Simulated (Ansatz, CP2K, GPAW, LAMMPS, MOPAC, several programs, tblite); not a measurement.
**What each method gives for BN (R3m)**

A 2-atom cell of BN (R3m) from a materials database, relaxed with r2SCAN+rVV10 in Ansatz, was computed with several methods. The symmetry is R3m (No. 160, trigonal); conventional cell a = 2.500 Å, c = 9.760 Å, 8.81 Å³ an atom. Around B lie 3 N at 1.44 Å; around N lie 3 B at 1.44 Å. The values are computed, spin-unpolarised, and not measurements.

```
B N
1.0
     1.25012    0.72176    3.25333
    -1.25012    0.72176    3.25333
     0.00000   -1.44352    3.25333
B N
1 1
Direct
  0.99969 0.99969 0.99969
  0.33274 0.33274 0.33274
```

Gaps and times are for a single point on this cell; volume and bulk modulus come from each method's own relaxation or energy curve at fixed shape, which is too stiff where a cell has free coordinates or axes. Times are rough, from shared hosts (Intel Xeon Platinum 8559C), and each method has its own mesh and cell size. A double dagger marks a value from a curve with shape and coordinates held. PM6 (MOPAC), PM7 (MOPAC), GFN1-xTB (tblite), GFN2-xTB (tblite) treat a cluster of cells at its zone centre, which samples few k points: where these miss a band edge, the gap comes out too large for that reason alone. Gaps from k meshes are read at a limited set of points (mesh, symmetry points, PBE's band edges), so each method's own least gap may be somewhat smaller. Force fields have no electrons; where one was fitted to this phase, its volume and modulus reflect the fit. xTB and the PM methods were fitted mostly to molecules, and can miss a solid's gap by electronvolts. Minimal bases can be far off for gaps. Curves at held shape can't give the bulk modulus of a layered or molecular crystal, so none is listed. GLLB-SC's gap includes the derivative discontinuity. d marks a direct gap, i an indirect one (no mark: not told apart), a dash a value that wasn't computed or didn't pass its checks.

| method | kind | gap (eV) | own volume (Å³/atom) | bulk modulus (GPa) | atoms computed | processor time |
| --- | --- | --- | --- | --- | --- | --- |
| BNC.tersoff (LAMMPS) | force field | – | 8.79 | – | 2 | 0.1 s |
| BN.extep (LAMMPS) | force field | – | 8.83 | – | 2 | 0.12 s |
| light PBE (260 eV and a coarse mesh) | light plane-wave | 4.09 i | – | – | 2 | 0.28 s |
| non-self-consistent DFTB (CP2K) | tight binding | 3.96 d | – | – | 2 | 1.5 s |
| PBE | semilocal | 4.14 i | – | – | 2 | 2.7 s |
| GFN1-xTB (tblite) | tight binding | 4.97 | 8.86‡ | – | 96 | 3.2 s |
| PM6 (MOPAC) | semi-empirical | 9.73 | – | – | 96 | 6.1 s |
| PM7 (MOPAC) | semi-empirical | 8.39 | 9.14‡ | – | 96 | 6.8 s |
| r2SCAN | semilocal | 4.65 i | – | – | 2 | 6.9 s |
| GFN2-xTB (tblite) | tight binding | 4.99 | 8.94‡ | – | 96 | 11 s |
| PBE/SZV (CP2K) | small basis | 4.59 i | 9.50‡ | – | 2 | 17 s |
| GLLB-SC (GPAW) | model potential | 6.82 | – | – | 2 | 19 s |
| PBE/single zeta (GPAW) | small basis | 4.45 i | – | – | 2 | 24 s |
| PBE/DZVP (CP2K) | small basis | 4.19 i | 9.01‡ | – | 2 | 41 s |

Against r2SCAN (4.65 eV) and with closed or daggered gaps left aside, the nearest gap at the points sampled is that of PBE/SZV (CP2K) (-0.06 eV) and the farthest that of PM6 (MOPAC) (+5.08 eV). r2SCAN is only a yardstick of convenience: semilocal gaps usually lie below measured ones, which GLLB-SC and hybrids aim to mend.

Relaxed on its own, the cell leaves this structure with non-self-consistent DFTB (CP2K), so no volume is listed.
